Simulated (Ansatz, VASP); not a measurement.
**Two plane-wave programs on As**

The input INCAR:

```
ALGO     = Normal         # electronic algorithm
EDIFF    = 1E-7           # SCF threshold, eV
EDIFFG   = -0.01          # ionic threshold
ENCUT    = 600            # plane-wave cutoff, eV
GGA      = PE             # functional
IBRION   = 2              # ionic algorithm
ISIF     = 3              # what is computed and relaxed
ISMEAR   = 0              # smearing method
LASPH    = T              # aspherical terms in the spheres
LCHARG   = F              # write CHGCAR
LREAL    = F              # projectors in reciprocal space
LWAVE    = F              # write WAVECAR
NELM     = 80             # most SCF steps
NSW      = 100            # ionic steps
PREC     = Accurate       # precision mode
SIGMA    = 0.1            # smearing width, eV
```

File KPOINTS:

```
k-points
0
Gamma
  12 12 12
```

Contents of POSCAR:

```
As
1.0
   -2.5968798583      2.5968798583      2.5968798583
    2.5968798583     -2.5968798583      2.5968798583
    2.5968798583      2.5968798583     -2.5968798583
As
3
Direct
    0.0000000000      0.5000000000      0.5000000000
    0.5000000000      0.0000000000      0.5000000000
    0.5000000000      0.5000000000      0.0000000000
```

Input for Ansatz:

```yaml
crystal:
  lattice:
    - [-2.5968798583, 2.5968798583, 2.5968798583]
    - [2.5968798583, -2.5968798583, 2.5968798583]
    - [2.5968798583, 2.5968798583, -2.5968798583]
  atoms:
    - { symbol: As, position: [0.0, 0.5, 0.5] }
    - { symbol: As, position: [0.5, 0.0, 0.5] }
    - { symbol: As, position: [0.5, 0.5, 0.0] }
basis:
  ecutwfc: 420
kpoints:
  mp_grid: { grid: [12, 12, 12] }
hamiltonian:
  xc: pbe
scf:
  occupations: { method: gaussian, width: 0.1 }
output:
  forces: true
  stress: true
  eigenvalues: true
relax:
  adjacent_minimum: "off"
  f_tol: 0.01
  max_steps: 80
  cell: { stress_tol: 0.05 }
```

Alike in both runs: task relaxation of cell and atoms; functional PBE; k mesh 12 × 12 × 12; occupations gaussian, width 0.1 eV; no spin polarisation.

```csv
,VASP,Ansatz
version,VASP 6.6.1,Ansatz 0.2.0
potentials or method,"VASP PAW PBE potentials, release 64 (As)","scalar-relativistic, plane waves, PAW"
plane-wave cutoff (eV),600,420
valence electrons in the cell,15,45
```

```csv
,VASP,Ansatz,Ansatz less VASP
"gap on the k mesh at the Fermi level, each at its own relaxed structure (eV)",none,none,-
relaxed volume (Å³/atom),23.69,23.63,-0.055
relaxed cell length with the largest relative difference (Å),4.519,4.516,-0.0035
```

A gap of «none» marks a metal or a gap that the smearing closes. The two sets of potentials don't hold the same shells in valence.
